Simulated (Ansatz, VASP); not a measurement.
Two plane-wave programs on Cu

The input INCAR:

```
SYSTEM = Cu
ALGO = Normal
EDIFF = 1E-7
ENCUT = 520
GGA = PE
ISIF = 2
ISMEAR = 0
LASPH = .TRUE.
LCHARG = .FALSE.
LREAL = .FALSE.
LWAVE = .FALSE.
NBANDS = 12
NELM = 100
PREC = Accurate
SIGMA = 0.15
```

KPOINTS

```
k-points
0
G
  30 30 30
  0 0 0
```

Contents of POSCAR:

```
Cu
1.0
   -1.4497084638      1.4497084638      1.3795566845
    1.4497084638     -1.4497084638      1.3795566845
    1.5013520224      1.5013520224     -1.3795566845
Cu
1
Direct
    0.0000000000      0.0000000000      0.0000000000
```

Input for Ansatz:

```yaml
crystal:
  lattice:
    - [-1.4497084638, 1.4497084638, 1.3795566845]
    - [1.4497084638, -1.4497084638, 1.3795566845]
    - [1.5013520224, 1.5013520224, -1.3795566845]
  atoms:
    - { symbol: Cu, position: [0.0, 0.0, 0.0] }
basis:
  ecutwfc: 420
kpoints:
  mp_grid: { grid: [30, 30, 30] }
hamiltonian:
  xc: pbe
scf:
  occupations: { method: gaussian, width: 0.15 }
output:
  forces: true
  stress: true
  eigenvalues: true
```

Change from the starting cell: strain +0.0350 x Voigt [0, 0, 0, 0, 0, 1], atoms carried along.

Alike in both runs: task single point; functional PBE; k mesh 30 × 30 × 30; occupations gaussian, width 0.15 eV; no spin polarisation.

|  | VASP | Ansatz |
| --- | --- | --- |
| version | VASP 6.6.1 | Ansatz 0.2.0 |
| potentials or method | VASP PAW PBE potentials, release 64 (Cu) | scalar-relativistic, plane waves, PAW |
| plane-wave cutoff (eV) | 520 | 420 |
| valence electrons in the cell | 11 | 19 |

Ansatz gave:

```
gap on the k mesh at the Fermi level (eV)       : none
pressure (GPa)                                  : 0.2
largest component of the traceless stress (GPa) : 3.61
```

Estimate VASP's values.

gap on the k mesh at the Fermi level (eV): none; pressure (GPa): 0.8; largest component of the traceless stress (GPa): 3.59.

A gap of «none» marks a metal or a gap that the smearing closes. The two sets of potentials don't hold the same shells in valence.
